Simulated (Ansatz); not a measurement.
Be in Ansatz: the effect of functional

Be:

```xyz
2
Lattice="2.3301 0.0000 0.0000 -1.1651 2.0179 0.0000 0.0000 0.0000 3.6545" Properties=species:S:1:pos:R:3 pbc="T T T"
Be    1.1651    0.6726    2.7409
Be    0.0000    1.3453    0.9136
```

The cell isn't the ideal one: volume scaled by 1.06.

Alike in all runs:

* Program: Ansatz 0.2.0
* Task: single point
* Potentials or basis: Ansatz PAW
* k mesh: 13 × 13 × 8
* Occupations: fermi-dirac, width 0.05 eV
* Spin: no spin polarisation

```csv
functional,cutoff,pressure (GPa)
LDA,420 eV (not typed: the program's choice for these potentials),?
r2SCAN,500 eV (not typed: the program's choice for these potentials),-8.9
PBE,420 eV (not typed: the program's choice for these potentials),-8.8
```

What does the run with functional LDA give?

Pressure -13.6 GPa.

Caveats: the PAW data sets come from PBE, with cores solved anew for the run's functional, which leaves a small shift of forces and pressure (some runs).
